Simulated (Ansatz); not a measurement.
We consider zinc-blende ZnTe, described by PBE+SOC (plane waves, PAW; Ansatz, a program for electronic structure).

Run with plane-wave cutoff 520 eV, 10×10×10 k mesh, Fermi–Dirac smearing 0.01 eV, PAW data made under PBE.

Pressure at four volumes; x = ln(V/29.533 Å³). One pressure is withheld.

```csv
V (Å³/atom),x,P (GPa)
27.761,-0.0619,3.06
29.533,0.0000,0.00
30.714,0.0392,-1.53
31.305,0.0583,?
```

Problem. Pass a parabola P(x) through the three rows shown, estimate the bulk modulus and its pressure derivative near zero pressure, and predict the withheld pressure.

Solution. Slopes between the rows: (0.00 − (3.06))/(0.0000 − (-0.0619)) = -49.43 and (-1.53 − (0.00))/(0.0392 − (0.0000)) = -39.03 GPa. Their difference over the span 0.1011 is c = 10.40/0.1011 = 102.9 GPa, so P(x) = 3.06 + (-49.43)(x − (-0.0619)) + 102.9 (x − (-0.0619))(x − (0.0000)). At the middle row B = −dP/dx = −[-49.43 + 102.9 × 0.0619] = 43.1 GPa, and B′ = dB/dP = 2c/B = 4.8. At x = 0.0583 the parabola gives -2.16 GPa; the run gives -2.17 GPa. The Birch–Murnaghan fit to the energies at all volumes has B0 = 42.8 GPa and B′ = 4.7.

Measured, for comparison: bulk modulus 51 ± 3 GPa (room temperature, not corrected to a static lattice; as tabulated in Determination of phase transition pressures of ZnTe under quasihydrostatic …). Computed less measured: bulk modulus -16 %.
